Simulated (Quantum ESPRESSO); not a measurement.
A run of Quantum ESPRESSO 7.5:

Contents of pw.in:

```
&CONTROL
  calculation = 'scf'
  prefix = 'pwscf'
  outdir = './tmp'
  pseudo_dir = './pseudo'
  tprnfor = .true.
  tstress = .true.
  disk_io = 'nowf'
/
&SYSTEM
  ibrav = 0
  nat = 4
  ntyp = 2
  ecutwfc = 88
  nbnd = 24
  occupations = 'smearing'
  smearing = 'fd'
  degauss = 0.00367493
/
&ELECTRONS
  conv_thr = 8d-10
  electron_maxstep = 120
  mixing_beta = 0.5
/
ATOMIC_SPECIES
Al    26.9815 Al_ONCV_PBE-1.2.upf
N     14.0070 N_ONCV_PBE-1.2.upf
CELL_PARAMETERS angstrom
   3.1130000000    0.0000000000    0.0000000000
  -1.5565000000    2.6959370820    0.0000000000
   0.0000000000    0.0000000000    4.9810000000
ATOMIC_POSITIONS crystal
Al     0.6666666667    0.3333333333    0.5000000000
Al     0.3333333333    0.6666666667    0.0000000000
N      0.6666666667    0.3333333333    0.8800000000
N      0.3333333333    0.6666666667    0.3800000000
K_POINTS automatic
4 4 3 0 0 0
```

Potentials or basis: SG15 PBE 1.2.

Launch:

```sh
$ OMP_NUM_THREADS=1 mpirun -n 2 pw.x -nk 2 -in pw.in > pw.out
```

Hardware: 2 MPI ranks on Arm Neoverse V1 (shared host).

Problem. Estimate the wall time of this run.

Solution. It took 6.7 s on 2 MPI ranks on Arm Neoverse V1, on a shared host, peak memory 0.14 GiB a rank. Counts: scf iterations 9, k pools 2, bands 24, k points 8, g dense 31467.
